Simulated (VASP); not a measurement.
**VASP 6.6.1 run: SiC**

INCAR

```
EDIFF = 1E-7
IBRION = -1
ISIF = 2
SIGMA = 0.02
ENCUT = 200
LCHARG = .FALSE.
NBANDS = 11
ALGO = Normal
NSW = 0
NELM = 120
ISMEAR = -1
LREAL = .FALSE.
LWAVE = .FALSE.
LASPH = .TRUE.
PREC = Accurate
METAGGA = R2SCAN
```

KPOINTS

```
KPOINTS created by Atomic Simulation Environment
0
Gamma
10 10 10
0 0 0
```

POSCAR

```
Si C
 1.0000000000000000
    -0.0000000000000000    2.0138689652489350    2.0138689652489350
     2.0138689652489350    0.0000000000000000    2.0138689652489350
     2.0138689652489350    2.0138689652489350   -0.0000000000000000
 Si  C
   1   1
Cartesian
  0.0000000000000000  0.0000000000000000  0.0000000000000000
  2.0138689652489346  2.0138689652489346  2.0138689652489346
```

The recommended PBE PAW datasets give the neutral cell 8 valence electrons.

Command

```
mpirun -np 1 vasp_std
```

OSZICAR

```
N       E                     dE             d eps       ncg     rms          rms(c)
DAV:   1    -0.105209827718E+02   -0.10521E+02   -0.24191E+03  1170   0.309E+02
DAV:   2    -0.198059018651E+02   -0.92849E+01   -0.89569E+01  1369   0.667E+01
DAV:   3    -0.199600495721E+02   -0.15415E+00   -0.15393E+00  1171   0.661E+00
DAV:   4    -0.199601761581E+02   -0.12659E-03   -0.12658E-03  1187   0.222E-01
DAV:   5    -0.199601762652E+02   -0.10710E-06   -0.10697E-06  1198   0.546E-03    0.961E+00
DAV:   6    -0.178013021233E+02    0.21589E+01   -0.17153E+00  1070   0.639E+00    0.546E+00
DAV:   7    -0.177994899001E+02    0.18122E-02   -0.38194E-01  1159   0.336E+00    0.177E+00
DAV:   8    -0.178131193060E+02   -0.13629E-01   -0.16874E-02  1096   0.770E-01    0.257E-01
DAV:   9    -0.178146210002E+02   -0.15017E-02   -0.13428E-03  1175   0.240E-01    0.195E-01
DAV:  10    -0.178146771915E+02   -0.56191E-04   -0.63136E-05  1148   0.541E-02    0.259E-02
DAV:  11    -0.178146788107E+02   -0.16192E-05   -0.67903E-06  1183   0.190E-02    0.624E-03
DAV:  12    -0.178146761103E+02    0.27004E-05   -0.62591E-07  1163   0.437E-03    0.794E-04
DAV:  13    -0.178146761047E+02    0.55556E-08   -0.27209E-08   565   0.114E-03
   1 F= -.17814676E+02 E0= -.17814486E+02  d E =-.379728E-03
```

From OUTCAR

```
k-points           NKPTS =     47   k-points in BZ     NKDIM =     47   number of bands    NBANDS=     11

   NELECT =       8.0000    total number of electrons

   dimension x,y,z NGX =    14 NGY =   14 NGZ =   14
   dimension x,y,z NGXF=    28 NGYF=   28 NGZF=   28

  energy-cutoff  :      200.00
  volume of cell :       16.34
      direct lattice vectors                 reciprocal lattice vectors
     0.000000000  2.013868965  2.013868965    -0.248278318  0.248278318  0.248278318
     2.013868965  0.000000000  2.013868965     0.248278318 -0.248278318  0.248278318
     2.013868965  2.013868965  0.000000000     0.248278318  0.248278318 -0.248278318

 k-points in reciprocal lattice and weights: KPOINTS created by Atomic Simulation Env
   0.00000000  0.00000000  0.00000000       0.001
   0.10000000  0.00000000  0.00000000       0.008
   0.20000000  0.00000000  0.00000000       0.008
   0.30000000  0.00000000  0.00000000       0.008
   0.40000000  0.00000000  0.00000000       0.008
   0.50000000  0.00000000  0.00000000       0.004
   0.10000000  0.10000000  0.00000000       0.006
   0.20000000  0.10000000  0.00000000       0.024
   ...

 E-fermi :  12.8870

 k-point     1 :       0.0000    0.0000    0.0000
  band No.  band energies     occupation
      1      -7.0875      2.00000
      2      12.7945      1.98055
      3      12.7945      1.98054
      4      12.7945      1.98054
      5      20.8024      0.00000
      6      22.2033      0.00000
      7      22.2033      0.00000
      8      22.2033      0.00000
      9      26.7755      0.00000
     10      26.7755      0.00000
     11      26.7755      0.00000

 k-point     2 :       0.1000    0.0000    0.0000
  band No.  band energies     occupation
      1      -6.8305      2.00000
      2      11.3683      2.00000
      3      12.6298      1.99999
      4      12.6298      1.99999
      5      20.9746      0.00000
      6      22.4627      0.00000
      7      22.6014      0.00000
      8      22.6014      0.00000
      9      24.4879      0.00000
     10      24.4879      0.00000
     11      26.5311      0.00000

 k-point     3 :       0.2000    0.0000    0.0000
  band No.  band energies     occupation
      1      -6.0658      2.00000
      2       8.5049      2.00000
      3      12.2835      2.00000
      4      12.2835      2.00000
      5      20.2459      0.00000
      6      21.5390      0.00000
      7      21.5390      0.00000
      8      24.3319      0.00000
      9      24.9537      0.00000
     10      24.9537      0.00000
     11      25.9540      0.00000

 k-point     4 :       0.3000    0.0000    0.0000
  band No.  band energies     occupation
      1      -4.8121      2.00000
      2       5.2993      2.00000
      3      11.9483      2.00000
      4      11.9483      2.00000
      5      19.5808      0.00000
      6      19.8883      0.00000
      7      19.8883      0.00000
      8      24.6496      0.00000
      9      27.0723      0.00000
     10      27.5047      0.00000
     11      27.5047      0.00000

 k-point     5 :       0.4000    0.0000    0.0000
  band No.  band energies     occupation
      1      -3.1513      2.00000
      2       2.3494      2.00000
      3      11.6713      2.00000
      4      11.6713      2.00000
      5      18.8072      0.00000
      6      18.8072      0.00000
      7      19.2043      0.00000
      8      23.9570      0.00000
      9      29.0915      0.00000
     10      30.4320      0.00000
     11      30.4320      0.00000

 ...

  Total       -3.2300941     -3.2300941     -3.2300941     -0.0000000     -0.0000000      0.0000000
  in kB     -316.8123705   -316.8123705   -316.8123705     -0.0000000     -0.0000000      0.0000000
  external PRESSURE =    -316.8123705 kB  Pullay stress =       0.0000000 kB

 POSITION                                       TOTAL-FORCE (eV/Angst)
 -----------------------------------------------------------------------------------
      0.00000      0.00000      0.00000         0.000000      0.000000     -0.000000
      2.01387      2.01387      2.01387        -0.000000     -0.000000      0.000000
 -----------------------------------------------------------------------------------
    total drift:                               -0.000000     -0.000000     -0.000000

  FREE ENERGIE OF THE ION-ELECTRON SYSTEM (eV)
  ---------------------------------------------------
  free  energy   TOTEN  =       -17.8146761047 eV

  energy  without entropy=      -17.8142963765  energy(sigma->0) =      -17.81448624
```

It converged. Results: gap between bands v and c on the k mesh -0.89 eV (bands overlap: a metal); least direct gap on the k mesh 3.91 eV; pressure -31.7 GPa. Band v is the last that the valence electrons fill when counted band by band, and c is the next.

These settings aren't sound, so the numbers aren't properties of the crystal.

On sound settings r²SCAN gives a gap of -0.69 eV on its mesh and a pressure of 0.3 GPa for the intended cell.

The run took about 11 s on one core of a shared host (Intel Xeon Platinum 8488C) and held 0.11 GiB at most.
